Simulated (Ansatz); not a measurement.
Starting cell, CaF$_{2}$ (fluorite):

```yaml
crystal:
  lattice:
    - [0.00000, 2.71957, 2.71957]
    - [2.71957, 0.00000, 2.71957]
    - [2.71957, 2.71957, 0.00000]
  atoms:
    - { symbol: Ca, position: [0.00000, 0.00000, 0.00000] }
    - { symbol: F, position: [0.25000, 0.25000, 0.25000] }
    - { symbol: F, position: [0.75000, 0.75000, 0.75000] }
```

A phonon eigenvector at Γ is frozen into this cell: atom i moves by Q times the vector below, so Q is the largest atomic displacement, in Å. The cell is held. It is one choice among 3 degenerate patterns.

```json
[
 {"atom": "Ca1", "x": "0.000", "y": "0.000", "z": "0.948"},
 {"atom": "F2", "x": "0.000", "y": "0.000", "z": "-1.000"},
 {"atom": "F3", "x": "0.000", "y": "0.000", "z": "-1.000"}
]
```

Level of theory: r2SCAN (plane waves to 500 eV, PAW, scalar-relativistic; Ansatz, a program for electronic structure). k mesh 11×11×11 (Γ-centred), Fermi-Dirac smearing 0.05 eV. Energies are smeared free energies. Stress and pressure are positive under compression. CaF2 was relaxed with its symmetry unable to fall. The zero of ΔE is the undisplaced structure.

```tsv
Q (Å)	ΔE (meV/cell)	−dE/dQ from forces (eV/Å)	P (GPa)
-0.280	___	5.451	___
-0.233	525	4.567	8.8
-0.187	___	3.632	5.7
-0.140	186	2.690	3.2
-0.093	82	1.770	1.5
-0.047	20	0.876	0.4
0.000	0	0.000	0.0
0.047	20	-0.876	0.4
0.093	82	-1.770	1.5
0.140	186	-2.690	3.2
0.187	___	-3.632	5.7
0.233	525	-4.567	8.8
0.280	___	-5.451	___
```

Fill in the missing entries.


- -0.280, ΔE (meV/cell): 759
- -0.280, P (GPa): 12.4
- -0.187, ΔE (meV/cell): 334
- 0.187, ΔE (meV/cell): 334
- 0.280, ΔE (meV/cell): 759
- 0.280, P (GPa): 12.4

(For displaced atoms, the force is minus the slope of the energy, and its curvature is a force constant, which sets phonon frequencies.)
